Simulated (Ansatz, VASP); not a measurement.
# InP in VASP and in Ansatz

```
In P
1.0
     0.00000    2.93050    2.93050
     2.93050    0.00000    2.93050
     2.93050    2.93050    0.00000
In P
1 1
Cartesian
  0.0000 0.0000 0.0000
  4.3957 4.3957 4.3957
```

Alike in both runs: task single point; functional PBE; k mesh 8 × 8 × 8; occupations gaussian, width 0.025 eV; no spin polarisation.

|  | VASP | Ansatz |
| --- | --- | --- |
| version | VASP 6.6.1 | Ansatz 0.2.0 |
| potentials or method | VASP PAW PBE potentials, release 64 (In_d, P), cutoff 520 eV | all-electron LAPW, scalar-relativistic |

```csv
,VASP,Ansatz,Ansatz less VASP
gap on the k mesh at the Fermi level (eV),0.71,0.71,+0.002
least direct gap on the mesh (eV),0.71,0.71,+0.002
pressure (GPa),3.3,3.3,+0.06
```

Ansatz ran all-electron here, so the differences hold the error of VASP's frozen core and of both bases.

Caveats: spin-orbit coupling is left out, which moves the levels of the heavy elements. PBE gaps usually lie below the measured ones, often by a third to a half.
